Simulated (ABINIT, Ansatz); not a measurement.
## AlN (F-43m): bands and cutoff in G0W0 with ABINIT

Wanted: a converged G0W0 gap of AlN (F-43m), or an estimate of the limit.

Method: PBE and many-body steps on it, plane waves, in ABINIT 10.8.3.

### 1. Set-up

Symmetry: F-43m, No. 216, cubic system. Conventional cell: a = 4.368 Å, b = 4.368 Å, c = 4.368 Å, α = 90.00°, β = 90.00°, γ = 90.00°. Al has 4 N at 1.89 Å nearest. Nearest to N lie 4 Al at 1.89 Å. Farther neighbours and most contacts between anions are not listed.

The cell and positions are those that the Materials Project relaxed with its own functionals (PBE, PBE+U or r2SCAN), kept fixed. This is not the form that AlN usually takes at ambient conditions.

### 2. Empty states on the mesh, 8×8×8 mesh, 390 bands

This step: ABINIT 10.8.3; DFT, PBE, plane waves, norm-conserving pseudopotentials.

The sums over transitions need many empty states on a uniform mesh; this step solves for them.

Contents of run.abi:

```
acell 3*1.0 Angstrom
rprim 
  -0.000000000000 2.183993559600 2.183993559600
  2.183993559600 -0.000000000000 2.183993559600
  2.183993559600 2.183993559600 -0.000000000000
ntypat 2
znucl 13 7
natom 2
typat 1 2
xred 
  0.000000000000 0.000000000000 0.000000000000
  0.750000000000 0.750000000000 0.750000000000
pp_dirpath "pseudos"
pseudos "Al.upf, N.upf"
ecut 36
ngkpt 8 8 8
nshiftk 1
shiftk 0 0 0
kptopt 1
chksymbreak 0
irdden 1
istwfk *1
nband 390
prtvol 0
optdriver 6
gwr_task "HDIAGO"
paral_kgb 0
occopt 1
indata_prefix "in"
outdata_prefix "out"
tmpdata_prefix "tmp"
```

Launch:

```bash
> OMP_NUM_THREADS=1 mpirun -n 4 abinit run.abi > log
```

Output:

```text
.Version 10.8.3 of ABINIT. v10.8.2 released Aug 2026.

 Symmetries : space group F-4 3 m (#216); Bravais cF (face-center cubic)
[... echo of the input left out ...]
== DATASET  1 ==================================================================
-   mpi_nproc: 4, omp_nthreads: 1 (-1 if OMP is not activated)

--- !DatasetInfo
iteration_state: {dtset: 1, }
dimensions: {natom: 2, nkpt: 29, mband: 390, nsppol: 1, nspinor: 1, nspden: 1, mpw: 1475, }
cutoff_energies: {ecut:  36.0, pawecutdg:  -1.0, }
[...]
Indirect band gap semiconductor
 Fundamental gap:     3.325 (eV)
   VBM:     5.159 (eV) at k: [ 0.0000E+00,  0.0000E+00,  0.0000E+00]
   CBM:     8.483 (eV) at k: [ 5.0000E-01,  5.0000E-01,  0.0000E+00]
 Direct gap:         4.192 (eV) at k: [ 0.0000E+00,  0.0000E+00,  0.0000E+00]

== END DATASET(S) ==============================================================
================================================================================

 -outvars: echo values of variables after computation  --------
           etotal      0.0000000000E+00
            nband         390
             nkpt          29
          spgroup         216
 [... the other variables as echoed above ...]

 Calculation completed.
```

It took 28 s on 4 MPI ranks of Arm Neoverse V1, shared host; peak memory 0.73 GiB.

Numbers from this step:

```yaml
gap: 3.325 eV
k_of_the_valence_top: 0, 0, 0
k_of_the_conduction_bottom: 0.5, 0.5, 0
least_direct_gap: 4.192 eV
k_points_computed: 29
lowest_point_of_the_top_converged_band_above_the_valence_top: 382.1157 eV
```

On this mesh the gap is 3.325 eV.

The density comes from a self-consistent run that is not shown.

### 3. Screening, 8×8×8 mesh, 51 bands, screening to 152.4 eV

The RPA dielectric matrix is built and inverted for each q.

This step: RPA screening on PBE, plane waves, norm-conserving pseudopotentials.

run.abi, as its differences from that of step 2:

```diff
@@ -20,10 +20,11 @@
 chksymbreak 0
-irdden 1
 istwfk *1
-nband 390
-prtvol 0
-optdriver 6
-gwr_task "HDIAGO"
-paral_kgb 0
 occopt 1
+irdwfk 1
+optdriver 3
+nband 51
+ecuteps 5.6
+inclvkb 2
+awtr 1
+symchi 1
 indata_prefix "in"
```

Output:

```text
.Version 10.8.3 of ABINIT. v10.8.2 released Aug 2026.

 Symmetries : space group F-4 3 m (#216); Bravais cF (face-center cubic)
[... echo of the input left out ...]
== DATASET  1 ==================================================================
-   mpi_nproc: 4, omp_nthreads: 1 (-1 if OMP is not activated)

--- !DatasetInfo
iteration_state: {dtset: 1, }
dimensions: {natom: 2, nkpt: 29, mband: 51, nsppol: 1, nspinor: 1, nspden: 1, mpw: 1475, }
cutoff_energies: {ecut:  36.0, pawecutdg:  -1.0, }
electrons: {nelect:   8.00000000E+00, charge:   0.00000000E+00, occopt:   1.00000000E+00, tsmear:   1.00000000E-02, }

 SCREENING: Calculation of the susceptibility and dielectric matrices

 Based on a program developped by R.W. Godby, V. Olevano, G. Onida, and L. Reining.
 Incorporated in ABINIT by V. Olevano, G.-M. Rignanese, and M. Torrent.
.Using double precision arithmetic ; gwpc =  8

[... cell and pseudopotentials left out ...]
--------------------------------------------------------------------------------

 ==== K-mesh for the wavefunctions ====
 Number of points in the irreducible wedge :    29
[... list of points left out ...]
 Together with 24 symmetry operations and time-reversal symmetry
 yields   512 points in the full Brillouin Zone.

 ==== Q-mesh for the screening function ====
 Number of points in the irreducible wedge :    29
[... list of points left out ...]
 Together with 24 symmetry operations and time-reversal symmetry
 yields   512 points in the full Brillouin Zone.

 setmesh: FFT mesh size selected  =    24x   24x   24
          total number of points  =        13824

 vcoul_init : cutoff-mode = AUXILIARY_FUNCTION
 q-points for optical limit:   1
     1)      0.000010    0.000020    0.000030

- screening: taking advantage of time-reversal symmetry
- Maximum band index for partially occupied states nbvw = 4
- Remaining bands to be divided among processors   nbcw = 47
- Number of bands treated by each node ~11

 Number of electrons calculated from density =    8.0000; Expected =    8.0000
 average of density, n =  0.056900
 r_s =    1.6129
 omega_plasma =   23.0097 [eV]

 calculating chi0 at frequencies [eV] :
  1    0.000000E+00    0.000000E+00
  2    0.000000E+00    2.300966E+01

--------------------------------------------------------------------------------
  q-point number  1        q = ( 0.000000, 0.000000, 0.000000) [r.l.u.]
--------------------------------------------------------------------------------
[... chi0 elements left out ...]
 For q-point:  0.000010 0.000020 0.000030
  dielectric constant =   4.2770
  dielectric constant without local fields =   4.7079

  Average fulfillment of the sum rule on Im[epsilon] for q-point    1 :     75.69  [%]
[... wings left out ...]
  q-point number  2        q = ( 0.125000, 0.000000, 0.000000) [r.l.u.]
--------------------------------------------------------------------------------
[... chi0 elements left out ...]
  Average fulfillment of the sum rule on Im[epsilon] for q-point    2 :     91.30  [%]

 [... 27 further q-points ...]
```

Run time: 82 s. Hardware: 4 MPI ranks; peak memory 0.81 GiB.

This step gave:

```yaml
eps_infinity_with_local_fields_on_this_mesh_along_the_program_s_q_direction: 4.277
the_same_without_local_fields: 4.708
plasma_frequency: 23.01 eV
plane_waves_in_the_screening_matrix: 89
```

Local fields lower ε∞ by 9 %.

### 4. 51 bands, 152.4 eV

The self-energy is evaluated for the states that the input lists, and the levels follow from it, in one-shot runs by the linearised quasiparticle equation.

This step: G0W0 on PBE, plane waves, norm-conserving pseudopotentials.

run.abi, as its differences from that of step 3:

```diff
@@ -23,8 +23,17 @@
 irdwfk 1
-optdriver 3
+optdriver 4
 nband 51
+gwcalctyp 0
+ecutsigx 36
+symsigma 1
+nkptgw 2
+kptgw 
+  0.0000000000 0.0000000000 0.0000000000
+  0.5000000000 0.5000000000 0.0000000000
+bdgw 
+  2 8
+  3 6
 ecuteps 5.6
-inclvkb 2
-awtr 1
-symchi 1
+irdscr 1
+ppmodel 1
 indata_prefix "in"
```

Output:

```text
.Version 10.8.3 of ABINIT. v10.8.2 released Aug 2026.

 Symmetries : space group F-4 3 m (#216); Bravais cF (face-center cubic)
[... echo of the input left out ...]
== DATASET  1 ==================================================================
-   mpi_nproc: 4, omp_nthreads: 1 (-1 if OMP is not activated)

--- !DatasetInfo
iteration_state: {dtset: 1, }
dimensions: {natom: 2, nkpt: 29, mband: 51, nsppol: 1, nspinor: 1, nspden: 1, mpw: 1475, }
cutoff_energies: {ecut:  36.0, pawecutdg:  -1.0, }
electrons: {nelect:   8.00000000E+00, charge:   0.00000000E+00, occopt:   1.00000000E+00, tsmear:   1.00000000E-02, }

 SIGMA: Calculation of the GW corrections

 Based on a program developped by R.W. Godby, V. Olevano, G. Onida, and L. Reining.
 Incorporated in ABINIT by V. Olevano, G.-M. Rignanese, and M. Torrent.
.Using double precision arithmetic ; gwpc =  8

[... cell and pseudopotentials left out ...]
--------------------------------------------------------------------------------

 ==== K-mesh for the wavefunctions ====
 Number of points in the irreducible wedge :    29
[... list of points left out ...]
 Together with 24 symmetry operations and time-reversal symmetry
 yields   512 points in the full Brillouin Zone.

 ==== Q-mesh for screening function ====
 Number of points in the irreducible wedge :    29
[... list of points left out ...]
 Together with 24 symmetry operations and time-reversal symmetry
 yields   512 points in the full Brillouin Zone.

 vcoul_init : cutoff-mode = AUXILIARY_FUNCTION
 q-points for optical limit:   1
     1)      0.000010    0.000020    0.000030
 setmesh: FFT mesh size selected  =    32x   32x   32
          total number of points  =        32768

 Number of electrons calculated from density =    8.0000; Expected =    8.0000
 average of density, n =  0.056900
 r_s =    1.6129
 omega_plasma =   23.0097 [eV]

 === KS Band Gaps ===
  >>>> For spin  1
   Minimum direct gap =   4.1921 [eV], located at k-point      :   0.0000  0.0000  0.0000
   Fundamental gap    =   3.3248 [eV], Top of valence bands at :   0.0000  0.0000  0.0000
                                       Bottom of conduction at :   0.5000  0.5000  0.0000
 SIGMA fundamental parameters:
 PLASMON POLE MODEL  1
 number of plane-waves for SigmaX                 1459
 number of plane-waves for SigmaC and W             89
 number of plane-waves for wavefunctions          1459
 number of bands                                    51
 number of independent spin polarizations            1
 number of spinorial components                      1
 number of k-points in IBZ                          29
 number of q-points in IBZ                          29
 number of symmetry operations                      24
 number of k-points in BZ                          512
 number of q-points in BZ                          512
 number of frequencies for dSigma/dE                 9
 frequency step for dSigma/dE [eV]                0.25
 number of omega for Sigma on real axis              0
 max omega for Sigma on real axis  [eV]           0.00
 zcut for avoiding poles [eV]                     0.10

 EPSILON^-1 parameters (SCR file):
 dimension of the eps^-1 matrix on file             89
 dimension of the eps^-1 matrix used                89
 number of plane-waves for wavefunctions          1459
 number of bands                                    51
 number of q-points in IBZ                          29
 number of frequencies                               2
 number of real frequencies                          1
 number of imag frequencies                          1

 matrix elements of self-energy operator (all in [eV])

 Perturbative Calculation

--- !SelfEnergy_ee
iteration_state: {dtset: 1, }
kpoint     : [   0.000,    0.000,    0.000, ]
spin       : 1
KS_gap     :    4.192
QP_gap     :    5.506
Delta_QP_KS:    1.313
data: !SigmaeeData |
     Band     E0 <VxcDFT>   SigX SigC(E0)      Z dSigC/dE  Sig(E)    E-E0       E
        2   5.159 -16.959 -20.982   3.219   0.788  -0.269 -17.593  -0.634   4.524
        3   5.159 -16.959 -20.982   3.219   0.788  -0.269 -17.593  -0.634   4.524
        4   5.159 -16.959 -20.982   3.219   0.788  -0.269 -17.593  -0.634   4.524
        5   9.351 -12.532  -8.117  -3.585   0.818  -0.222 -11.853   0.679  10.030
        6  17.748  -9.893  -4.100  -4.921   0.822  -0.217  -9.176   0.717  18.465
        7  17.748  -9.893  -4.100  -4.921   0.822  -0.217  -9.176   0.717  18.465
        8  17.748  -9.893  -4.100  -4.921   0.822  -0.217  -9.176   0.717  18.465

--- !SelfEnergy_ee
iteration_state: {dtset: 1, }
kpoint     : [   0.500,    0.500,    0.000, ]
spin       : 1
KS_gap     :    5.100
QP_gap     :    6.480
Delta_QP_KS:    1.379
data: !SigmaeeData |
     Band     E0 <VxcDFT>   SigX SigC(E0)      Z dSigC/dE  Sig(E)    E-E0       E
        3   3.383 -15.431 -20.140   3.481   0.784  -0.276 -16.394  -0.962   2.421
        4   3.383 -15.431 -20.140   3.481   0.784  -0.276 -16.394  -0.962   2.421
        5   8.483  -9.207  -5.053  -3.656   0.836  -0.195  -8.790   0.417   8.900
        6  13.810  -9.462  -4.398  -4.252   0.839  -0.192  -8.781   0.680  14.490

== END DATASET(S) ==============================================================
================================================================================

 -outvars: echo values of variables after computation  --------
           etotal      0.0000000000E+00
            nband          51
             nkpt          29
          spgroup         216
 [... the other variables as echoed above ...]

 Calculation completed.
```

Wall time 6 s (4 MPI ranks); peak memory 0.56 GiB; 23 s of CPU time.

Numbers from this step:

```
G0W0 gap on the points computed              : 4.376 eV
starting gap on the mesh                     : 3.325 eV
k of the valence top                         : 0, 0, 0
k of the conduction bottom                   : 0.5, 0.5, 0
Z at the valence top                         : 0.788
Z at the conduction bottom                   : 0.836
least direct G0W0 gap on the computed points : 5.506 eV
```

The gap on the mesh goes from 3.32 eV to 4.38 eV, a correction of +1.05 eV.

### 5. Screening, 8×8×8 mesh, 158 bands, screening to 283 eV

This step: RPA screening on PBE, plane waves, norm-conserving pseudopotentials.

run.abi, as its differences from that of step 4:

```diff
@@ -23,17 +23,8 @@
 irdwfk 1
-optdriver 4
-nband 51
-gwcalctyp 0
-ecutsigx 36
-symsigma 1
-nkptgw 2
-kptgw 
-  0.0000000000 0.0000000000 0.0000000000
-  0.5000000000 0.5000000000 0.0000000000
-bdgw 
-  2 8
-  3 6
-ecuteps 5.6
-irdscr 1
-ppmodel 1
+optdriver 3
+nband 158
+ecuteps 10.4
+inclvkb 2
+awtr 1
+symchi 1
 indata_prefix "in"
```

Output:

```text
.Version 10.8.3 of ABINIT. v10.8.2 released Aug 2026.

 Symmetries : space group F-4 3 m (#216); Bravais cF (face-center cubic)
[... echo of the input left out ...]
== DATASET  1 ==================================================================
-   mpi_nproc: 4, omp_nthreads: 1 (-1 if OMP is not activated)

--- !DatasetInfo
iteration_state: {dtset: 1, }
dimensions: {natom: 2, nkpt: 29, mband: 158, nsppol: 1, nspinor: 1, nspden: 1, mpw: 1475, }
cutoff_energies: {ecut:  36.0, pawecutdg:  -1.0, }
electrons: {nelect:   8.00000000E+00, charge:   0.00000000E+00, occopt:   1.00000000E+00, tsmear:   1.00000000E-02, }

 SCREENING: Calculation of the susceptibility and dielectric matrices

 Based on a program developped by R.W. Godby, V. Olevano, G. Onida, and L. Reining.
 Incorporated in ABINIT by V. Olevano, G.-M. Rignanese, and M. Torrent.
.Using double precision arithmetic ; gwpc =  8

[... cell and pseudopotentials left out ...]
--------------------------------------------------------------------------------

 ==== K-mesh for the wavefunctions ====
 Number of points in the irreducible wedge :    29
[... list of points left out ...]
 Together with 24 symmetry operations and time-reversal symmetry
 yields   512 points in the full Brillouin Zone.

 ==== Q-mesh for the screening function ====
 Number of points in the irreducible wedge :    29
[... list of points left out ...]
 Together with 24 symmetry operations and time-reversal symmetry
 yields   512 points in the full Brillouin Zone.

 setmesh: FFT mesh size selected  =    25x   25x   25
          total number of points  =        15625

 vcoul_init : cutoff-mode = AUXILIARY_FUNCTION
 q-points for optical limit:   1
     1)      0.000010    0.000020    0.000030

- screening: taking advantage of time-reversal symmetry
- Maximum band index for partially occupied states nbvw = 4
- Remaining bands to be divided among processors   nbcw = 154
- Number of bands treated by each node ~38

 Number of electrons calculated from density =    8.0000; Expected =    8.0000
 average of density, n =  0.056900
 r_s =    1.6129
 omega_plasma =   23.0097 [eV]

 calculating chi0 at frequencies [eV] :
  1    0.000000E+00    0.000000E+00
  2    0.000000E+00    2.300966E+01

--------------------------------------------------------------------------------
  q-point number  1        q = ( 0.000000, 0.000000, 0.000000) [r.l.u.]
--------------------------------------------------------------------------------
[... chi0 elements left out ...]
 For q-point:  0.000010 0.000020 0.000030
  dielectric constant =   4.2700
  dielectric constant without local fields =   4.7098

  Average fulfillment of the sum rule on Im[epsilon] for q-point    1 :     94.04  [%]
[... wings left out ...]
  q-point number  2        q = ( 0.125000, 0.000000, 0.000000) [r.l.u.]
--------------------------------------------------------------------------------
[... chi0 elements left out ...]
  Average fulfillment of the sum rule on Im[epsilon] for q-point    2 :     98.23  [%]

 [... 27 further q-points ...]
```

Run time: 5.7 min. Hardware: 4 MPI ranks; peak memory 1.9 GiB.

Numbers from this step:

| Property | Result |
| --- | --- |
| ε∞ with local fields, on this mesh, along the program's q direction | 4.27 |
| the same without local fields | 4.710 |
| plasma frequency | 23.01 eV |
| plane waves in the screening matrix | 229 |

(Continued in part 2 of 2.)

[Paths, hosts, dates, memory and timing lines, banners, echoed tables and standing remarks are left out of the program output.]

[Logs are printed without paths, hosts, clocks, repeated set-up lines and the standing remarks that a program may print on its own settings, such as how far it seeks lower states.]

[Runs of the session that timed out or met a known fault of the program may be left out.]

[Hosts, paths, dates, database ids (printed as entryN), source tags and the programs' standing remarks are cut or masked in the printed files.]

[G0W0 gaps are taken among the corrected bands and points alone; a level outside them can change the order at an edge.]

[Where Ansatz stands beside ABINIT at settings called matched, ABINIT's density can come from a denser mesh and the files from another edition; pairs whose starting gaps differed by over 0.03 eV were left out, so agreement reads better than it is.]
